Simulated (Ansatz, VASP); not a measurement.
**Sn: VASP beside Ansatz**

```xyz
1
Lattice="-2.0292 2.0292 1.6608 2.0292 -2.0292 1.6608 2.0292 2.0292 -1.6608" Properties=species:S:1:pos:R:3 pbc="T T T"
Sn    0.0000    0.0000    0.0000
```

Alike in both runs: functional LDA; k mesh 10 × 10 × 10; occupations fermi-dirac, width 0.05 eV; no spin polarisation.

```csv
,VASP,Ansatz
version,VASP 6.6.1,Ansatz 0.2.0
potentials or method,"VASP PAW LDA potentials, release 64 (Sn_d), cutoff 520 eV","all-electron LAPW, scalar-relativistic"
task,single point,band structure
```

Ansatz gave:

- gap on the k mesh at the Fermi level (eV): none
- pressure (GPa): -3.2
- largest component of the traceless stress (GPa): 0.41

Task: Which values does VASP return?

Result: gap on the k mesh at the Fermi level (eV): none; pressure (GPa): -3.2; largest component of the traceless stress (GPa): 0.44.

A gap of «none» marks a metal or a gap that the smearing closes. Ansatz ran all-electron here, so the differences hold the error of VASP's frozen core and of both bases.

Caveats: spin-orbit coupling is left out, which moves the levels of the heavy elements (Ansatz).
